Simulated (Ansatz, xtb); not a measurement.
# Redistribution: C4H10O + CH4S → C4H10S + CH4O

Species: C4H10O (tert-butanol) `CC(C)(C)O`, singlet; CH4S (methanethiol) `CS`, singlet; C4H10S (2-methyl-2-propanethiol) `CC(C)(C)S`, singlet; CH4O (methanol) `CO`, singlet. The partners trade OH for SH; both sit on C, so the bond types are kept.

Shapes, held fixed at every level: PBE0-D4/def2-TZVP. Flexible molecules stand in one conformer, not always the lowest. Programs: Ansatz 0.2.0, xtb 6.7.1. Electronic energies: no zero-point or thermal term.

(1) Estimate ΔE of this reaction.

Results:

(1) The highest level, CCSD(T)/CBS estimate, gives ΔE = +21.5 kJ/mol; the levels span +21.0 to +28.4. The column of differences is taken from that level and isn't an error. No measured value is set beside it here. The CBS estimate extrapolates MP2 from def2-TZVPP and def2-QZVPP and adds CCSD(T) − MP2 in the triple-zeta set, cores frozen.

```
               level                    kind  ΔE (kJ/mol)  less CCSD(T)/CBS estimate
            GFN0-xTB          semi-empirical        +28.4                       +6.9
    SPW92/def2-TZVPP                     LDA        +25.6                       +4.1
r2SCAN-D4/def2-TZVPP                meta-GGA        +26.4                       +4.9
 B3LYP-D4/def2-TZVPP           global hybrid        +22.3                       +0.8
 BHLYP-D4/def2-TZVPP           global hybrid        +23.7                       +2.2
  wB97M-V/def2-TZVPP  range-separated hybrid        +25.1                       +3.6
       CCSD/def2-SVP   coupled cluster or CI        +21.0                       -0.5
     CCSD/def2-TZVPP   coupled cluster or CI        +23.7                       +2.2
CCSD(T)/CBS estimate   coupled cluster or CI        +21.5                        0.0
```
